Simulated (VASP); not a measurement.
The system is CdTe.

```
Cd Te
1.0
     0.00000    3.20500    3.20500
     3.20500    0.00000    3.20500
     3.20500    3.20500    0.00000
Cd Te
1 1
Direct
  0.00000 0.00000 0.00000
  0.25000 0.25000 0.25000
```

Base run:

* Program: VASP 6.6.1
* Functional: PBEsol
* Potentials or basis: VASP PAW PBE potentials, release 64 (Cd, Te)
* Cutoff: 520 eV
* k mesh: 6 × 6 × 6
* Occupations: fermi-dirac, width 0.02 eV
* Spin: no spin polarisation

Its results: band gap on the k mesh 0.76 eV, direct; pressure 1.9 GPa.

Question: After a change of settings the same cell gave: band gap on the k mesh 1.68 eV, direct; pressure 3.3 GPa. Which change was it?
A. functional from PBEsol to r2SCAN
B. functional from PBEsol to PBE
C. functional from PBEsol to HSE06; k mesh from 6 × 6 × 6 to 5 × 5 × 5
D. functional from PBEsol to LDA; potentials or basis from VASP PAW PBE potentials, release 64 (Cd, Te) to VASP PAW LDA potentials, release 64 (Cd, Te)

Answer: C.

Caveats: the PAW data sets were made with another functional, which shifts forces and pressure a little; spin-orbit coupling is left out, which moves the levels of the heavy elements; an odd mesh through Γ misses points on the zone boundary, where band edges often lie (some runs).

Not every run made on this cell is shown here.
